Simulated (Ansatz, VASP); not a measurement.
**NaH: VASP beside Ansatz**

```
Na H
1.0
     2.33897    2.33897    0.00000
    -2.33897    2.33897    0.00000
     0.00000    2.33897    2.33897
Na H
1 1
Cartesian
  0.0000 0.0000 0.0000
  0.0000 2.3390 0.0000
```

Alike in both runs: task single point; functional PBEsol; k mesh 8 × 8 × 8; no spin polarisation.

```csv
,VASP,Ansatz
version,VASP 6.6.1,Ansatz 0.2.0
potentials or method,"VASP PAW PBE potentials, release 64 (Na_pv, H), cutoff 520 eV","all-electron LAPW, scalar-relativistic"
occupations,"gaussian, width 0.01 eV",fixed
```

|  | VASP | Ansatz | Ansatz less VASP |
| --- | --- | --- | --- |
| gap on the k mesh at the Fermi level (eV) | 3.72 | 3.72 | +0.003 |
| pressure (GPa) | 2.0 | 2.0 | -0.02 |

Ansatz ran all-electron here, so the differences hold the error of VASP's frozen core and of both bases.

Caveats: the PAW data sets were made with another functional, which shifts forces and pressure a little (VASP). A k mesh can miss the band edges. PBEsol gaps usually lie below the measured ones, often by a third to a half.
